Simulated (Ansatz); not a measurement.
# Ba2SrTi3O9: ¹³⁵Ba nuclear quadrupole resonance

Cell: a Materials Project structure (computed, not necessarily an observed phase).

```cif
data_Ba2SrTi3O9
_symmetry_space_group_name_H-M 'Cmm2'
_symmetry_Int_Tables_number 35
_cell_length_a 5.6444
_cell_length_b 16.9095
_cell_length_c 4.0980
_cell_angle_alpha 90.000
_cell_angle_beta 90.000
_cell_angle_gamma 90.000
loop_
_atom_site_label
_atom_site_type_symbol
_atom_site_symmetry_multiplicity
_atom_site_Wyckoff_symbol
_atom_site_fract_x
_atom_site_fract_y
_atom_site_fract_z
Ba Ba 4 e 0.5000 0.8330 0.9950
Sr Sr 2 a 0.0000 0.0000 0.0048
Ti4 Ti 4 e 0.5000 0.3353 0.5137
Ti6 Ti 2 b 0.5000 0.0000 0.5143
O7 O 4 e 0.5000 0.3374 0.9645
O9 O 2 b 0.5000 0.0000 0.9644
O10 O 8 f 0.2470 0.9183 0.4730
O11 O 4 c 0.7500 0.7500 0.4781
```

One atom of each set is listed; the run and its k-mesh use a cell of 15 atoms with edges of 8.91, 8.91, 4.10 Å.

Computed with Ansatz: DFT, r2SCAN, plane waves and PAW (field gradients read without the response of the frozen cores, which leaves them typically 4 to 6 % off), scalar-relativistic, 500 eV cutoff, Γ-centred 4×4×5 k-points, Fermi–Dirac smearing 0.02 eV.

¹³⁵Ba: I = 3/2, Q = 153.0 mb (year-2017 value). Static lattice, zero field.

Q: Predict the zero-field ¹³⁵Ba lines of each site.

A: For I = 3/2 there is one line, ν = (|C_Q|/2)(1 + η²/3)^½.

```
site  atoms  V_zz (10²¹ V/m²)  C_Q (MHz)     η  line frequencies (MHz)
  Ba      2              1.16       4.28  0.04                    2.14
```

Q: And for ¹³⁷Ba (I = 3/2, Q = 236.0 mb) on Ba?

A: C_Q scales with Q to 6.61 MHz, with lines at 3.31 MHz.

At this cell the r2SCAN pressure is -5 GPa, so with r2SCAN the cell would shrink if it were relaxed. The entry's cell may itself be off. The largest force is 0.3 eV/Å, so the atoms aren't at the calculated equilibrium and relaxing them would move these values. Without spin–orbit coupling (the program notes it for Ba) the gradients are little affected as a rule: paired runs on crystals with a gap mostly move them by under 2 % at such atoms.

The run took 73 s of wall time (73 s of CPU time) and 1.3 GiB at its peak, on 1 thread of Intel Xeon Platinum 8375C CPU @ 2.90GHz (Ice Lake) (x86_64; 16 cores open to the job, memory cap 3.0 GiB, no GPU), a shared host with a load of 0.6 a core.
